## One crystal, twelve calculations

Boron arsenide is calculated here twelve times with every atom in the same place. What changes is the density functional, the rule that turns the electron density into an exchange and correlation energy. The potentials that stand for the atomic cores, and the plane-wave cutoff, change in some rows too.

ABINIT 10.8.3, Kohn–Sham DFT with plane waves for BAs (space group F-43m, two-atom cell with 3.378 Å edges), without spin polarisation or spin–orbit coupling. All runs use a 10 × 10 × 10 k mesh and Fermi–Dirac occupations with a width of 0.05 eV. The gaps are taken along the path Γ–X–W–K–Γ–L–U–W–L–K.

```csv
functional,potentials,wave cutoff,gap on path (eV),direct gap on path (eV)
LDA,PseudoDojo-NC-SR-LDA-v0.4.1-standard,1088.46 eV,1.142,3.265
PBEsol,JTH-PAW-PBE-v2.0-sp,408.171 eV,1.087,3.276
RPBE,JTH-PAW-PBE-v2.0,408.171 eV,1.216,3.273
r2SCAN,JTH-PAW-PBE-v2.0-sp,489.805 eV,1.368,3.469
BP86,JTH-PAW-PBE-v2.0,408.171 eV,1.236,3.298
HLE16,JTH-PAW-PBE-v2.0,408.171 eV,1.810,3.464
LDA-PZ,JTH-PAW-LDA-v2.0-sp,408.171 eV,1.131,3.285
LDA-VWN,JTH-PAW-LDA-v2.0-sp,408.171 eV,1.135,3.287
PW91,JTH-PAW-PBE-v2.0-sp,408.171 eV,1.208,3.326
SOGGA,JTH-PAW-PBE-v2.0-sp,408.171 eV,1.017,3.250
WC,JTH-PAW-PBE-v2.0-sp,408.171 eV,1.098,3.290
rSCAN,JTH-PAW-PBE-v2.0,489.805 eV,1.385,3.436
```

## 1. Why are there two gaps, and which is smaller?

The "gap on path" is the distance from the highest filled level to the lowest empty one, wherever each lies among the electron wave vectors. The "direct gap on path" compares levels at the same wave vector. The first is smaller in every row, so BAs is an indirect semiconductor: at the absorption onset, light needs help from a lattice vibration.

Silicon is a simpler relative. It has the same tetrahedral bonds and also eight bonding electrons per two atoms. Its filled bands peak at the zone centre Γ, and its lowest empty valley lies on the way to the zone-boundary point X. BAs is known to share this layout, but silicon has different atoms and longer bonds, so the likeness covers the order of the bands and not the size of the gaps.

## 2. Why do some gradient functionals fall below LDA and others above?

LDA uses only the local density. A GGA also uses the density gradient, yet this added information does not push the indirect gap one way. SOGGA, PBEsol and WC lie below the three LDA runs, whereas PW91, RPBE and BP86 lie above them.

The reason can be found from the simplest gradient term for exchange, with $n$ the density and $A$ a positive constant:

$$e=-A\,\frac{|\nabla n|^2}{n^{4/3}}.$$

Its contribution to the potential, at a point where the gradient vanishes, is

$$v=2A\,\frac{\nabla^2 n}{n^{4/3}}.$$

In the empty space between the bonds the density has a minimum, so $\nabla^2 n$ is positive and electrons are pushed up in energy. In the middle of a covalent bond the density falls off sideways, $\nabla^2 n$ is negative, and electrons are pulled down. Filled states live mostly in the bonds, while the valley near X reaches further into the empty space. Stronger gradient exchange should therefore widen the indirect gap.

The gradient term of correlation has the opposite sign and should narrow it. In the PBE functional the two are balanced for gentle density variations. SOGGA weakens exchange but keeps the full PBE correlation, so correlation wins and the gap drops below LDA. PBEsol weakens both, exchange more than correlation, so a smaller drop is expected there. RPBE keeps exchange strong at larger gradients, where the correlation term levels off, and its gap ends above LDA. WC and RPBE both share the PBE balance for gentle variations, yet they lie on opposite sides of LDA. The formula above therefore gives only the signs; the sizes depend on how each functional behaves at finite gradients.

The table supports both halves of this argument. SOGGA and WC share their correlation and their potentials; WC has the stronger exchange at moderate gradients, and its gap is 0.08 eV larger. PBEsol has nearly SOGGA's exchange there but a weaker correlation gradient, and its gap is 0.07 eV larger. The distances from the LDA rows are less certain, because those rows use other potentials; for PBEsol and WC, only a few hundredths of an eV below LDA, even the side may depend on them. The charge distribution of the two band edges is argued from general knowledge, since no orbital densities are available.

## 3. Can this be turned into an estimate?

Let $x$ be the extra exchange, relative to LDA, at a moderate reduced gradient of one. Let $c$ be the strength of the correlation gradient relative to PBE. If the two effects add, the indirect gap is

$$E\approx E_0+a\,x-b\,c.$$

The three constants were fitted to the LDA runs and to PBEsol, SOGGA, WC, PW91 and RPBE; the printed output follows this text.

BP86 was not in the fit, because its correlation is built differently. Its exchange gives $x\approx0.18$, and $c\approx1$ is a rough assignment:

$$E\approx1.131+2.596\times0.18-0.401\times1\approx1.20\ \text{eV}.$$

The calculation gives 1.24 eV, so the estimate is 0.04 eV low. That is a large part of the 0.10 eV by which BP86 lies above the mean of the LDA runs, so the estimate gets the direction right but the size only roughly.

Two opposing terms describe the fitted rows much better than exchange alone, with a typical error of 0.02 instead of 0.06 eV. The test is a weak one, since three constants are fitted to eight rows and three of those are nearly equal LDA runs. The model also ignores that the potentials differ between some of these rows. PBEsol is the worst case: the model puts it slightly above the fitted LDA value, while the table has it below every LDA run. One number for each gradient term is too coarse to settle such a close balance. The constants also depend on the chosen gradient and lean on each other, so they should not be read as separate physical energies.

## 4. Why does the direct gap hardly follow?

Across the LDA and GGA rows, with HLE16 set aside, the indirect gap spans 0.22 eV and the direct gap only 0.08 eV. Both start from the same filled level at Γ, so the difference must come from the empty levels. The valley near X moves relative to the empty level at Γ when the functional changes.

The computed levels of RPBE and SOGGA show that the lowest empty level at Γ is threefold, like the filled one, as expected of states built from p orbitals. Such a state is expected to stay closer to the atoms than the valley state does, and so to feel less of the change in the empty space. This spatial part of the argument was not tested. RPBE also warns against using the model of part 3 here: its indirect gap is well above LDA, but its direct gap lies within the LDA range, although part of this may come from its 15-electron arsenic potential (part 7).

## 5. Why do rSCAN and r2SCAN give larger gaps?

These meta-GGAs also use the kinetic-energy density, which depends on how steeply the orbitals vary in space and not only on the total density. Two orbitals at the same place can then feel different potentials. This lets the functional push empty states up relative to filled ones in a way that a common potential cannot, a standard reason for larger meta-GGA gaps.

The numbers fit that picture. From PW91 to r2SCAN, with the same set of potentials, the indirect gap grows by 0.16 eV and the direct gap by 0.14 eV. The two now rise almost together, unlike in the GGA series. The comparison does not isolate the cause, because r2SCAN also treats density gradients differently, and was run with a higher cutoff and with potentials made for PBE. Both meta-GGA runs also warned that the density fell below a set floor at some points and was raised to it there; the effect of this on the gaps was not tested.

## 6. Is the largest gap the best one?

HLE16 gives an indirect gap of 1.81 eV, far above the other rows. Semilocal functionals usually underestimate gaps, which makes a large value tempting. But HLE16 reshapes exchange so strongly that the PBE potentials used here are flagged as unfit for it. The number may mix the effect of the functional with an error of the potentials, and agreement with a measurement would not separate them.

## 7. Which digits can be trusted?

The third decimal deserves little weight. The wave vectors sampled along the path and those on the regular mesh give indirect gaps that differ by up to 0.005 eV. That is about the distance between LDA-PZ and LDA-VWN. These two keep their order in both samplings, but so small a step has no practical meaning.

The second decimal needs care when the potentials change. The potentials for arsenic treat either 5 or 15 electrons explicitly. BP86 and PW91 differ in this choice as well as in the functional, and their indirect gaps are 0.03 eV apart. Two more close pairs give a hint: LDA with LDA-VWN, and rSCAN with r2SCAN. In all three pairs the run with 15 arsenic electrons has the larger indirect gap and the smaller direct gap. The lower direct gap may come from the potentials. For the indirect gap the hint is weak: the model of part 3, with $x$ of 0.18 against 0.17, already expects about 0.03 eV between BP86 and PW91 from the functionals alone, and the LDA step of 0.007 eV is barely above the sampling error. The pairs differ in other ways too.

## 8. What would change with another setting or element?

If each functional were allowed to choose its own cell, the gaps would shift again. The residual pressures show how the cells would change: the LDA cells would shrink and the RPBE cell would expand. The fixed cell keeps this effect out of the comparison.

Spin–orbit coupling, which is absent here, would raise the filled band edge. It splits the threefold level at Γ, and the upper part rises by a third of the splitting. If the splitting is roughly 0.2 eV, a value assumed here and not computed, the indirect gap would shrink by about 0.07 eV. The shift should be nearly equal in all rows, so their order should largely survive. Replacing arsenic by the heavier antimony would make this omission more serious.

For practical use, compare functionals in the same cell, with potentials that suit each functional and treat the same electrons explicitly. If the potentials differ in that choice, do not rank gaps that lie a few hundredths of an eV apart; no run here changes the potentials alone, so the size of their effect is not known.

Numerical output:

```
fit of g on 8 rows (infit > 0): constant 1.131 +/- 0.017, coefficient of xenh 2.596 +/- 0.49, coefficient of cgrad -0.4008 +/- 0.077; rms 0.0233, worst PBEsol 0.0526, leave-one-out rms 0.03
  rows outside the fit (model, value, miss): r2SCAN 1.131, 1.368, -0.237; BP86 1.197, 1.236, -0.0389; HLE16 1.131, 1.81, -0.679; rSCAN 1.131, 1.385, -0.254
fit of g on 8 rows (infit > 0): constant 1.112 +/- 0.038, coefficient of xenh 0.1932 +/- 0.32; rms 0.0588, worst SOGGA 0.116, leave-one-out rms 0.0754
  rows outside the fit (model, value, miss): r2SCAN 1.112, 1.368, -0.256; BP86 1.147, 1.236, -0.0894; HLE16 1.112, 1.81, -0.698; rSCAN 1.112, 1.385, -0.273
Mean indirect gap of the three LDA runs (eV): 1.136
Spread of indirect gap among the LDA runs (eV): 0.011
Spread of direct gap among the LDA runs (eV): 0.022
Spread of indirect gap, LDA and GGA without HLE16 (eV): 0.219
Spread of direct gap, LDA and GGA without HLE16 (eV): 0.076
Indirect gap, WC less SOGGA (eV): 0.081
Indirect gap, RPBE less WC (eV): 0.118
Indirect gap, PBEsol less SOGGA (eV): 0.07
Indirect gap, r2SCAN less PW91 (eV): 0.16
Direct gap, r2SCAN less PW91 (eV): 0.143
Indirect gap, rSCAN less r2SCAN (eV): 0.017
Direct gap, rSCAN less r2SCAN (eV): -0.033
Indirect gap, BP86 less PW91 (eV): 0.028
Indirect gap, HLE16 less BP86 (eV): 0.574
Direct gap, HLE16 less BP86 (eV): 0.166
Largest difference of path and mesh indirect gap (eV): 0.00488
Rough gap lowering by spin-orbit coupling, a third of a recalled 0.2 eV splitting (eV): 0.06667
```
